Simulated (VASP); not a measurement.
# Pd (P1) in VASP: notebook

Runs on Pd. Level: PBE. Tasks: single point.

Program: VASP 6.6.1. These are calculated values, not measurements. Logs are shortened: lines on timing, memory, paths and dates and some standing lists are left out, and cuts for length are marked.

## 1. The crystal as given

The typed cell holds 8 atoms: a = 4.743 Å, b = 5.524 Å, c = 5.403 Å, α = 58.25°, β = 72.86°, γ = 88.94°.

The cell was built by a generator and needn't be a form met in nature.

## 2. Single point, PBE

INCAR reads:

```
SYSTEM = Pd
ALGO = Fast ; EDIFF = 1E-6
ENCUT = 520 ; GGA = PE
ISIF = 2 ; ISMEAR = -1
LASPH = .TRUE. ; LCHARG = .FALSE.
LREAL = .FALSE. ; LWAVE = .FALSE.
NBANDS = 50 ; NELM = 100
PREC = Accurate ; SIGMA = 0.05
```

KPOINTS reads:

```
k-points
0
G
  3 3 4
  0 0 0
```

POSCAR reads:

```
Pd
1.0
   -1.9174500000      3.8601550000      1.9796650000
    3.9038310000      0.0601840000      3.9078930000
    3.8387780000      3.7994750000      0.1252380000
Pd
8
Direct
   -0.0061603963     -0.0039516137      0.9764209288
    0.9800749137      0.9798767887      0.4895107921
    0.9822824359      0.4952623480     -0.0065828372
    0.9862500420      0.5056375313      0.4846447680
    0.5054394862      0.7309299737      0.0276035375
    0.4671581991      0.7565505574      0.5060495735
    0.4579321153      0.2524678759      1.0104950102
    0.5134588883      0.2194139664      0.5200826153
```

Potentials or basis: VASP PAW PBE potentials, release 64 (Pd).

Run with:

```sh
cat potpaw_PBE.64/Pd/POTCAR > POTCAR
mpirun -np 1 vasp_std > vasp.out
```

OUTCAR:

```text
SYSTEM = Pd
   EDIFF = 1E-6
   ENCUT = 520
   GGA = PE
   ISIF = 2
   ISMEAR = -1
   LASPH = .TRUE.
   LREAL = .FALSE.
   NELM = 100
   PREC = Accurate

 ion  position               nearest neighbor table
   1  0.994  0.996  0.976-   5 2.63   4 2.65   8 2.65   4 2.68   2 2.70   2 2.71   3 2.72   7 2.74
                             3 2.81   5 2.82   6 2.85   7 2.89
   2  0.980  0.980  0.490-   8 2.57   7 2.58   6 2.60   3 2.63   4 2.63   3 2.69   1 2.70   6 2.70
                             1 2.71   5 2.73   4 2.89   8 2.96
   3  0.982  0.495  0.993-   5 2.60   7 2.60   6 2.62   2 2.63   8 2.68   4 2.69   2 2.69   4 2.71
                             1 2.72   7 2.80   1 2.81   5 2.92
   4  0.986  0.506  0.485-   2 2.63   1 2.65   5 2.65   8 2.67   1 2.68   3 2.69   3 2.71   6 2.75
                             6 2.81   7 2.84   2 2.89   8 2.93
   5  0.505  0.731  0.028-   3 2.60   6 2.62   1 2.63   8 2.64   4 2.65   8 2.68   7 2.71   2 2.73
                             6 2.81   1 2.82   7 2.84   3 2.92
   6  0.467  0.757  0.506-   2 2.60   8 2.61   5 2.62   3 2.62   7 2.65   7 2.67   2 2.70   4 2.75
                             4 2.81   5 2.81   1 2.85   8 2.93
   7  0.458  0.252  0.010-   2 2.58   3 2.60   6 2.65   6 2.67   8 2.69   5 2.71   1 2.74   8 2.75
                             3 2.80   4 2.84   5 2.84   1 2.89
   8  0.513  0.219  0.520-   2 2.57   6 2.61   5 2.64   1 2.65   4 2.67   3 2.68   5 2.68   7 2.69
                             7 2.75   6 2.93   4 2.93   2 2.96

  LATTYP: Found a triclinic cell.
 ALAT       =     5.4025837676
 B/A-ratio  =     1.6315649816
 C/A-ratio  =     1.0224832889
 COS(alpha) =     0.0084132911
 COS(beta)  =     0.5262010819
 COS(gamma) =     0.7374320726

  Lattice vectors:

 A1 = (  -3.8387780000,  -3.7994750000,  -0.1252380000)
 A2 = (  -5.6911750000,  -3.6786110000,   5.6370820000)
 A3 = (  -3.9038310000,  -0.0601840000,  -3.9078930000)

Analysis of symmetry for initial positions (statically):
=====================================================================
 Subroutine PRICEL returns:
 Original cell was already a primitive cell.

 Routine SETGRP: Setting up the symmetry group for a
 triclinic supercell.

 Subroutine GETGRP returns: Found  1 space group operations
 (whereof  1 operations were pure point group operations)
 out of a pool of  2 trial point group operations.

The static configuration has the point symmetry C_1 .

Analysis of symmetry for dynamics (positions and initial velocities):
=====================================================================
[... 123 lines left out ...]
   ISYM   =      2    0-nonsym 1-usesym 2-fastsym
   POTIM  = 0.5000    time-step for ionic-motion
   TEBEG  =    0.0;   TEEND  =   0.0 temperature during run
   PSTRESS=    0.0 pullay stress
   NELECT =      80.0000    total number of electrons
   NUPDOWN=      -1.0000    fix difference up-down
   EMIN   =  10.00;   EMAX   =-10.00  energy-range for DOS
   EFERMI =   0.00;   METHOD = LEGACY
   ISMEAR =    -1;   SIGMA  =   0.05  broadening in eV -4-tet -1-fermi 0-gaus
   EFERMI_NEDOS =   21; number of points for ismear=-14 and -15
   IALGO  =     68    algorithm
   IMIX   =      4    mixing-type and parameters
     AMIX     =   0.40;   BMIX     =  1.00
     AMIX_MAG =   1.60;   BMIX_MAG =  1.00
  volume/ion in A,a.u.               =      14.17        95.64
  Fermi-wavevector in a.u.,A,eV,Ry     =   1.457435  2.754153 28.900360  2.124117
  Thomas-Fermi vector in A             =   2.574237
   LORBIT       =      0    0 simple, 1 ext, 2 COOP (PROOUT), +10 PAW based schemes
   GGA     = PE    functional components
   LHFCALC =     F    Hartree Fock is set to
   AEXX    =    0.0000 exact exchange contribution
   IVDW    =     0    specifies the selected vdW correction
   LEPSILON=     F    determine dielectric tensor
   LRPA    =     F    only Hartree local field effects (RPA)
 non-spin polarized calculation
 RMM-DIIS sequential band-by-band and
  energy-cutoff  :      520.00
  volume of cell :      113.38
 maximum number of plane-waves:      3071
   NGX = 17   NGY = 21   NGZ = 21

 number of electron      79.9999997 magnetization

 Free energy of the ion-electron system (eV)
  ---------------------------------------------------
  ext. energy  EPLUGINS =         0.00000000
  ---------------------------------------------------
  free energy    TOTEN  =       -40.78519353 eV

  energy without entropy =      -40.64624388  energy(sigma->0) =      -40.71571871

 E-fermi :  10.4616     XC(G=0): -13.4283

 val. band max:       10.4584081136   @ k =   0.3333   0.0000   0.5000
 cond. band min:      10.4621544093   @ k =   0.0000   0.0000   0.0000
 fundamental gap:      0.0037462957
 Fermi energy:        10.4616069043

 k-point     1 :       0.0000    0.0000    0.0000
  band No.  band energies     occupation
      1       3.0256      2.00000
      2       4.7201      2.00000
      3       4.8163      2.00000
      4       4.8435      2.00000
      5       4.9959      2.00000
      6       5.4180      2.00000
[... 996 lines left out ...]
     49      18.1901      0.00000
     50      19.2959      0.00000

------------------------ aborting loop because EDIFF is reached ----------------------------------------

  FORCE on cell =-STRESS in cart. coord.  units (eV):
  Direction    XX          YY          ZZ          XY          YZ          ZX
  --------------------------------------------------------------------------------------
  -------------------------------------------------------------------------------------
  Total       13.2383329     12.6134367     13.8074875     -0.5419166     -1.9848440     -1.7671535
  in kB      187.0668794    178.2366609    195.1094319     -7.6576591    -28.0472308    -24.9711121
  external PRESSURE =     186.8043241 kB  Pullay stress =       0.0000000 kB

 VOLUME and BASIS-vectors are now :
 -----------------------------------------------------------------------------
  energy-cutoff  :      520.00
  volume of cell :      113.38
      direct lattice vectors                 reciprocal lattice vectors
    -1.917450000  3.860155000  1.979665000    -0.130887677  0.127996772  0.128780397
     3.903831000  0.060184000  3.907893000     0.062075137 -0.069143077  0.194946602
     3.838778000  3.799475000  0.125238000     0.131994760  0.134248529 -0.133925071

 POSITION                                       TOTAL-FORCE (eV/Angst)
 -----------------------------------------------------------------------------------
      5.73103      7.60621      5.98220         0.625450      0.057435      0.171453
      3.82515      5.70210      5.83078         0.720192      0.275975      0.535930
      3.86345      7.59603      4.00444        -0.062054      0.265814     -0.431221
      1.94328      5.67890      3.98912        -0.101370      0.400653     -0.813020
      1.99024      2.09994      3.86045         0.068627     -1.137012     -0.200994
      4.00030      3.77156      3.94471        -1.040856      0.731830     -0.271195
      0.14782      1.82276      1.89448        -1.186024      0.612824      0.583996
      1.86851      3.97128      1.93906         0.976034     -1.207520      0.425050
 -----------------------------------------------------------------------------------
    total drift:                                0.000022      0.000031     -0.000060

  FREE ENERGIE OF THE ION-ELECTRON SYSTEM (eV)
  ---------------------------------------------------
  free  energy   TOTEN  =       -40.7851935283 eV

  energy  without entropy=      -40.6462438831  energy(sigma->0) =      -40.71571871
```

stdout:

```text
POSCAR found type information on POSCAR Pd
 POSCAR found :  1 types and       8 ions
 scaLAPACK will be used
 LDA part: xc-table for (Slater+PW92), standard interpolation
 POSCAR, INCAR and KPOINTS ok, starting setup
 FFT: planning ... GRIDC
 FFT: planning ... GRID_SOFT
 FFT: planning ... GRID
 WAVECAR not read
 entering main loop
```

Wall time 1.9 min (1 thread of Intel Xeon Platinum 8488C (Sapphire Rapids), shared host); peak memory 0.26 GiB.

Results:

```
Free energy            : -40.7852 eV
Pressure               : 18.7 GPa
Largest force          : 1.610 eV/Å
Band gap on the k mesh : none (metal or under the smearing width)
```

Forces in eV/Å, atoms in the order of the input:
```
Pd   0.625  0.057  0.171
Pd   0.720  0.276  0.536
Pd  -0.062  0.266 -0.431
Pd  -0.101  0.401 -0.813
Pd   0.069 -1.137 -0.201
Pd  -1.041  0.732 -0.271
Pd  -1.186  0.613  0.584
Pd   0.976 -1.208  0.425
```

Caveat: the k mesh is coarse (spacing up to 0.47 Å⁻¹), so the values aren't converged; so large a pressure means that the cell lies far from this level's equilibrium, or that cutoff or potentials fall short; forces of over 1 eV/Å show positions far from the minimum, so gaps and moduli don't describe the material at rest.

## 3. Single point, PBE

INCAR reads:

```
SYSTEM = Pd
PREC = Accurate ; ENCUT = 520
EDIFF = 1E-6 ; ISMEAR = -1
SIGMA = 0.05 ; LREAL = .False.
LASPH = .True. ; NELM = 100
ALGO = Fast ; ISIF = 2
LWAVE = .False. ; LCHARG = .True.
GGA = PE ; LELF = .True.
LVHAR = .True. ; NBANDS = 50
```

KPOINTS reads:

```
Automatic mesh
0
Gamma
  3 3 4
  0 0 0
```

POSCAR reads:

```
Pd
1.0
   -1.9174500000      3.8601550000      1.9796650000
    3.9038310000      0.0601840000      3.9078930000
    3.8387780000      3.7994750000      0.1252380000
Pd
8
Direct
   -0.0211377614     -0.0034397365      1.0037273709
    0.9891287208      1.0067369602      0.4807659915
    0.9843795698      0.4855555405     -0.0221807995
    0.9964738702      0.4942880225      0.4900577520
    0.4944508505      0.7350881045      0.0273902406
    0.4721358766      0.7510150340      0.5086613931
    0.4738492860      0.2551119184      1.0199945133
    0.4976994607      0.2306048323      0.4895382170
```

Potentials or basis: VASP PAW PBE potentials, release 64 (Pd).

Run with:

```sh
cat potpaw_PBE.64/Pd/POTCAR > POTCAR
mpirun -np 1 vasp_std > vasp.out
```

Run time: 2.5 min. Hardware: 1 thread of Intel Xeon Platinum 8488C (Sapphire Rapids), shared host; peak memory 0.26 GiB.

The run converged. Its results:

```
Free energy            : -40.6770 eV
Pressure               : 19.3 GPa
Largest force          : 2.651 eV/Å
Band gap on the k mesh : none (metal or under the smearing width)
```

Forces in eV/Å, atoms in the order of the input:
```
Pd  -1.099 -0.076 -0.191
Pd   0.812  0.772 -1.122
Pd   1.461  0.519  0.904
Pd   0.297 -0.743 -0.548
Pd  -0.330 -1.378  0.980
Pd  -0.944  0.867 -0.289
Pd  -2.346 -1.219  0.196
Pd   2.149  1.258  0.069
```

Stress tensor (GPa, compression positive):
```
18.81  1.28 -2.83
 1.28 18.80 -3.37
-2.83 -3.37 20.39
```

Levels at points of the mesh, in eV from the Fermi level:
| k point | band 37 | band 38 | band 39 | band 40 | band 41 | band 42 | band 43 | band 44 |
| --- | --- | --- | --- | --- | --- | --- | --- | --- |
| (0.00, 0.00, 0.00) | 0.03 | 0.06 | 0.07 | 0.21 | 0.31 | 0.88 | 1.48 | 3.39 |
| (0.00, 0.00, 0.50) | -1.04 | -0.92 | -0.07 | -0.01 | 0.26 | 0.29 | 2.02 | 2.32 |

Caveat: the k mesh is coarse (spacing up to 0.47 Å⁻¹), so the values aren't converged; so large a pressure means that the cell lies far from this level's equilibrium, or that cutoff or potentials fall short; forces of over 1 eV/Å show positions far from the minimum, so gaps and moduli don't describe the material at rest.

## 4. Single point, PBE

INCAR reads:

```
SYSTEM = Pd
PREC = Accurate
ENCUT = 520
EDIFF = 1E-6
ISMEAR = -1
SIGMA = 0.05
LREAL = .False.
LASPH = .True.
NELM = 100
ALGO = Fast
ISIF = 2
LWAVE = .False.
LCHARG = .False.
GGA = PE
NBANDS = 50
```

KPOINTS reads:

```
regular mesh
0
Gamma
  3 3 4
  0 0 0
```

POSCAR reads:

```
Pd
1.0
   -1.9174500000      3.8601550000      1.9796650000
    3.9038310000      0.0601840000      3.9078930000
    3.8387780000      3.7994750000      0.1252380000
Pd
8
Direct
   -0.0262689756     -0.0033750386      1.0191001233
    0.9850258750      1.0107308075      0.5034726168
    0.9805134903      0.4925631630     -0.0329562567
    0.9888170106      0.4849471133      0.4878402978
    0.4806317515      0.7533936769      0.0077873117
    0.4867487757      0.7381828477      0.5163440958
    0.5034872806      0.2574847235      0.9888620390
    0.4691906997      0.2443810217      0.4920528092
```

Run with:

```sh
cat potpaw_PBE.64/Pd/POTCAR > POTCAR
mpirun -np 1 vasp_std > vasp.out
```

Run time: 2.6 min. Hardware: 1 thread of Intel Xeon Platinum 8488C (Sapphire Rapids), shared host; peak memory 0.26 GiB.

The run converged. Its results:

```yaml
Free_energy: -40.8697 eV
Pressure: 18.3 GPa
Largest_force: 2.057 eV/Å
Band_gap_on_the_k_mesh: none (metal or under the smearing width)
```

Forces in eV/Å, atoms in the order of the input:
```
Pd  -1.207  0.200 -0.206
Pd  -0.679 -0.314 -0.740
Pd   1.446  1.299  0.673
Pd   0.594 -0.662  0.521
Pd  -0.281 -0.261  0.141
Pd  -0.284 -0.755  0.594
Pd   0.353 -0.671 -1.346
Pd   0.058  1.163  0.364
```

Stress tensor (GPa, compression positive):
```
17.47  0.31 -1.51
 0.31 17.36 -3.55
-1.51 -3.55 20.06
```

Levels at points of the mesh, in eV from the Fermi level:
```tsv
k point	band 36	band 37	band 38	band 39	band 40	band 41	band 42	band 43	band 44	band 45
(0.00, 0.00, 0.00)	0.01	0.02	0.03	0.07	0.26	0.33	0.90	1.45	3.53	3.66
(0.00, 0.00, 0.50)	-1.19	-1.11	-1.04	-0.03	-0.01	0.27	0.28	2.06	2.27	3.79
```

Caveat: the k mesh is coarse (spacing up to 0.47 Å⁻¹), so the values aren't converged; so large a pressure means that the cell lies far from this level's equilibrium, or that cutoff or potentials fall short; forces of over 1 eV/Å show positions far from the minimum, so gaps and moduli don't describe the material at rest.
